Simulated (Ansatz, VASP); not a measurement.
**One calculation of Ca, two programs**

INCAR

```
ALGO     = Normal         # electronic algorithm
EDIFF    = 1E-7           # SCF threshold, eV
ENCUT    = 520            # plane-wave cutoff, eV
GGA      = PE             # functional
ISIF     = 2              # what is computed and relaxed
ISMEAR   = -1             # smearing method
LASPH    = T              # aspherical terms in the spheres
LCHARG   = F              # write CHGCAR
LREAL    = F              # projectors in reciprocal space
LWAVE    = F              # write WAVECAR
NBANDS   = 17             # bands
NELM     = 100            # most SCF steps
PREC     = Accurate       # precision mode
SIGMA    = 0.05           # smearing width, eV
```

KPOINTS

```
k-points
0
Gamma
  8 8 4
```

Contents of POSCAR:

```
Ca
1.0
    1.9580455561     -3.3727009686      0.0000000000
    1.9580455561      3.3727009686      0.0000000000
    0.0000000000      0.0000000000      6.4654251100
Ca
2
Direct
    0.1644134000      0.8355866000      0.7500000000
    0.8355866000      0.1644134000      0.2500000000
```

The input input.yaml:

```yaml
crystal:
  lattice:
    - [1.9580455561, -3.3727009686, 0.0]
    - [1.9580455561, 3.3727009686, 0.0]
    - [0.0, 0.0, 6.46542511]
  atoms:
    - { symbol: Ca, position: [0.1644134, 0.8355866, 0.75] }
    - { symbol: Ca, position: [0.8355866, 0.1644134, 0.25] }
hamiltonian:
  xc: pbe
  pseudopotentials: { kind: paw }
kpoints:
  mp_grid: { grid: [8, 8, 4] }
scf:
  occupations: { method: fermi_dirac, width: 0.05 }
output:
  forces: true
  stress: true
  eigenvalues: true
  write_density: true
  write_potential: true
  elf: true
  volumetric_format: npy
```

Change from the starting cell: volume scaled by 0.98.

Alike in both runs: task single point; functional PBE; k mesh 8 × 8 × 4; occupations fermi-dirac, width 0.05 eV; no spin polarisation.

|  | VASP | Ansatz |
| --- | --- | --- |
| version | VASP 6.6.1 | Ansatz 0.2.0 |
| potentials or method | VASP PAW PBE potentials, release 64 (Ca_sv) | Ansatz PAW |
| plane-wave cutoff (eV) | 520 | 420 |
| valence electrons in the cell | 20 | 20 |

Ansatz gave:

| Item | Value |
| --- | --- |
| gap on the k mesh at the Fermi level (eV) | none |
| pressure (GPa) | -0.1 |
| largest component of the traceless stress (GPa) | 0.15 |
| rms of the force components (eV/Å) | 0.010 |

Task: Estimate VASP's values.

Result: gap on the k mesh at the Fermi level (eV): none; pressure (GPa): -0.1; largest component of the traceless stress (GPa): 0.15; rms of the force components (eV/Å): 0.009.

Atom by atom the forces differ by 0.000 eV/Å (rms over components). A gap of «none» marks a metal or a gap that the smearing closes. With one functional, cell and mesh, what is left measures potentials, basis and numerics.
